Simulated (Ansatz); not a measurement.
# SiC: equation of state

An exercise on one series of results from a longer session: the logs are not shown, and one member is left open.

Program: Ansatz 0.2.0. Level of theory: DFT PBEsol, scalar-relativistic. These are calculated values, not measurements.

## The structure to begin with

It takes space group P6_3mc (No. 186, hexagonal). Conventional cell: a = 3.076 Å, b = 3.076 Å, c = 5.048 Å, α = 90.00°, β = 90.00°, γ = 120.00°. Si (site symmetry 3m) is surrounded by 4 C at 1.87 to 1.94 Å. C (site symmetry 3m) has 4 Si at 1.87 to 1.94 Å in its first shell of neighbours.

As a file:

```cif
data_structure
_symmetry_space_group_name_H-M 'P 1'
_symmetry_Int_Tables_number 1
_cell_length_a 3.0760
_cell_length_b 3.0760
_cell_length_c 5.0480
_cell_angle_alpha 90.000
_cell_angle_beta 90.000
_cell_angle_gamma 120.000
_cell_volume 41.36
loop_
_atom_site_label
_atom_site_type_symbol
_atom_site_fract_x
_atom_site_fract_y
_atom_site_fract_z
_atom_site_occupancy
Si1 Si 0.33333 0.66667 0.00000 1
Si2 Si 0.66667 0.33333 0.50000 1
C1 C 0.33333 0.66667 0.38500 1
C2 C 0.66667 0.33333 0.88500 1
```

Structure: COD 9008875, as refined from experiment and not relaxed.

Atoms are numbered in the order of the input: Si1, Si2, C3, C4.

The first run:

Input file input.yaml:

```yaml
crystal:
  lattice:
    - [3.0132051134, 0.0, 0.0]
    - [-1.5066025567, 2.6095121751, 0.0]
    - [0.0, 0.0, 4.9449506768]
  atoms:
    - { symbol: Si, position: [0.3333333333, 0.6666666667, 0.0] }
    - { symbol: Si, position: [0.6666666667, 0.3333333333, 0.5] }
    - { symbol: C, position: [0.3333333333, 0.6666666667, 0.385] }
    - { symbol: C, position: [0.6666666667, 0.3333333333, 0.885] }
kpoints:
  mp_grid: { grid: [15, 15, 8] }
  band_path:
    path:
      - [0.0, 0.0, 0.0]
      - [0.5, 0.0, 0.0]
      - [0.3333333333, 0.3333333333, 0.0]
      - [0.0, 0.0, 0.0]
      - [0.0, 0.0, 0.5]
      - [0.5, 0.0, 0.5]
      - [0.3333333333, 0.3333333333, 0.5]
      - [0.0, 0.0, 0.5]
      - [0.5, 0.0, 0.5]
    npoints: 5
scf:
  occupations: { method: fermi_dirac, width: 0.08 }
hamiltonian:
  xc: pbesol
  pseudopotentials: { kind: all_electron, lapw: { basis_error: 0.001 } }
output:
  forces: true
  stress: true
  eigenvalues: true
```

Started as:

```console
ansatz run input.yaml --threads 1 --pin off --max-ram 4096MiB --backend cpu --events-out ev --progress --plain --runs-dir out
```

Steps of the session up to this table: Volume × 0.94, LAPW; Volume × 0.94, PAW; Volume × 0.94, crystal datasets; Volume × 0.98, LAPW; Volume × 0.98, PAW; Volume × 0.98, crystal datasets; Volume × 1.01, LAPW; Volume × 1.01, PAW; Volume × 1.01, crystal datasets; Volume × 1.04, LAPW; Volume × 1.04, PAW; Volume × 1.04, crystal datasets.

One table of the session follows, with a row left open; its other results are not shown here.

It belongs to the step «The equation of state». 

| method | volume (Å³/atom) | gap on the k mesh (eV) | largest force (eV/Å) |
| --- | --- | --- | --- |
| LAPW | 9.721 | 2.05 | 0.849 |
| LAPW | 10.134 | 2.13 | 0.778 |
| LAPW | 10.341 | 2.17 | 0.746 |
| LAPW | 10.444 | 2.19 | 0.730 |
| LAPW | 10.755 | 2.24 | 0.686 |
| PAW | 9.721 | 2.05 | 0.851 |
| PAW | 10.134 | 2.13 | 0.780 |
| PAW | 10.341 | ? | ? |
| PAW | 10.444 | 2.19 | 0.732 |
| PAW | 10.755 | 2.24 | 0.687 |
| crystal datasets | 9.721 | 2.05 | 0.849 |
| crystal datasets | 10.134 | 2.13 | 0.778 |
| crystal datasets | 10.341 | 2.17 | 0.746 |
| crystal datasets | 10.444 | 2.19 | 0.730 |
| crystal datasets | 10.755 | 2.24 | 0.686 |

**Question.** Estimate the row for PAW, 10.341.

**Answer.** gap on the k mesh (eV): 2.17; largest force (eV/Å): 0.747.

Caveats from the session: Warnings in the runs' records: crystal datasets made.
